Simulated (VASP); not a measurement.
## TiO2 (Anatase): single point with LDA

Crystal: TiO2 (Anatase).

```
CELL_PARAMETERS angstrom
-1.89839 1.89839 4.77311
1.89839 -1.89839 4.77311
1.89839 1.89839 -4.77311
ATOMIC_POSITIONS crystal
Ti 0.00000 0.00000 0.00000
Ti 0.75000 0.25000 0.50000
O 0.20810 0.20810 0.00000
O 0.95810 0.45810 0.50000
O 0.54190 0.04190 0.50000
O 0.79190 0.79190 0.00000
```

```json
{
 "Program": "VASP 6.6.1",
 "Task": "single point",
 "Functional": "LDA",
 "Potentials or basis": "VASP PAW LDA potentials, release 64 (Ti_sv, O)",
 "Cutoff": "520 eV",
 "k mesh": "6 × 6 × 6",
 "Occupations": "gaussian, width 0.01 eV",
 "Spin": "no spin polarisation"
}
```

```
Pressure               : -7.6 GPa
Largest force          : 0.147 eV/Å
Band gap on the k mesh : 2.01 eV, indirect (least direct gap 2.33 eV)
```

Forces in eV/Å, atoms in the order of the input:
```
Ti   0.000  0.000  0.000
Ti   0.000  0.000  0.000
O    0.000  0.000 -0.147
O    0.000  0.000 -0.147
O    0.000  0.000  0.147
O    0.000  0.000  0.147
```

Stress tensor (GPa, compression positive):
```
-7.89  0.00  0.00
 0.00 -7.89  0.00
 0.00  0.00 -7.09
```

Levels at points of the mesh, in eV from the valence-band top:
| k point | band 20 | band 21 | band 22 | band 23 | band 24 | band 25 | band 26 | band 27 | band 28 | band 29 |
| --- | --- | --- | --- | --- | --- | --- | --- | --- | --- | --- |
| (0.00, 0.00, 0.00) | -0.74 | -0.74 | -0.73 | -0.43 | -0.43 | 2.01 | 2.77 | 3.90 | 3.90 | 3.94 |
| (0.50, 0.00, 0.00) | -1.95 | -1.95 | -0.93 | -0.82 | -0.60 | 3.15 | 3.46 | 3.49 | 3.59 | 4.23 |
| (0.50, 0.50, 0.00) | -2.62 | -2.06 | -2.06 | 0.00 | 0.00 | 3.26 | 3.26 | 3.75 | 3.75 | 4.83 |
| (0.50, 0.50, 0.50) | -1.33 | -1.24 | -1.24 | -0.09 | -0.09 | 2.38 | 2.38 | 3.68 | 3.68 | 4.17 |

It took 2.3 min on 1 thread of AMD EPYC 9R45 96-Core Processor (Zen 5) (shared host), peak memory 0.2 GiB.

A k mesh can miss the band edges. LDA gaps usually lie below the measured ones, often by a third to a half.
